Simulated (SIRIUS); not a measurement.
Crystal: MnO.

```
Mn O
1.0
     0.00000    2.22391    2.22391
     2.22391    0.00000    2.22391
     2.22391    2.22391    0.00000
Mn O
1 1
Cartesian
  0.0000 0.0000 0.0000
  2.2239 2.2239 2.2239
```

The cell is a database's computed one.

Base run:

```yaml
Program: SIRIUS 7.10.0
Functional: revPBE
Potentials_or_basis: PseudoDojo 0.4.1 PBE standard (scalar relativistic)
Cutoff: 1307 eV
Density_cutoff: 5227 eV
k_mesh: 7 × 7 × 7
Occupations: fermi-dirac, width 0.05 eV
Spin: collinear spin, ferromagnetic start
Starting_moments: "[4.0, 0.0] μB"
```

Its results: band gap on the k mesh none (metal or under the smearing width); pressure 4.9 GPa; net moment 4.88 μB per cell.

Task: After a change of settings the same cell gave: band gap on the k mesh none (metal or under the smearing width); pressure 6.4 GPa; net moment 4.89 μB per cell. Which change was it?
A. functional from revPBE to PBEsol; libxc names from ["XC_GGA_X_PBE_R", "XC_GGA_C_PBE"] to ["XC_GGA_X_PBE_SOL", "XC_GGA_C_PBE_SOL"]
B. functional from revPBE to RPBE; libxc names from ["XC_GGA_X_PBE_R", "XC_GGA_C_PBE"] to ["XC_GGA_X_RPBE", "XC_GGA_C_PBE"]
C. functional from revPBE to PBE; libxc names from ["XC_GGA_X_PBE_R", "XC_GGA_C_PBE"] to ["XC_GGA_X_PBE", "XC_GGA_C_PBE"]
D. functional from revPBE to BLYP; libxc names from ["XC_GGA_X_PBE_R", "XC_GGA_C_PBE"] to ["XC_GGA_X_B88", "XC_GGA_C_LYP"]

Result: B.

Caveats: the potentials were made for another functional, which shifts forces and pressure; a cell with one magnetic atom can't hold antiferromagnetic order, which such compounds often take; semilocal functionals often make such compounds metallic where correlation or magnetic order opens a gap, which also shifts bond lengths.

Not every run made on this cell is shown here.
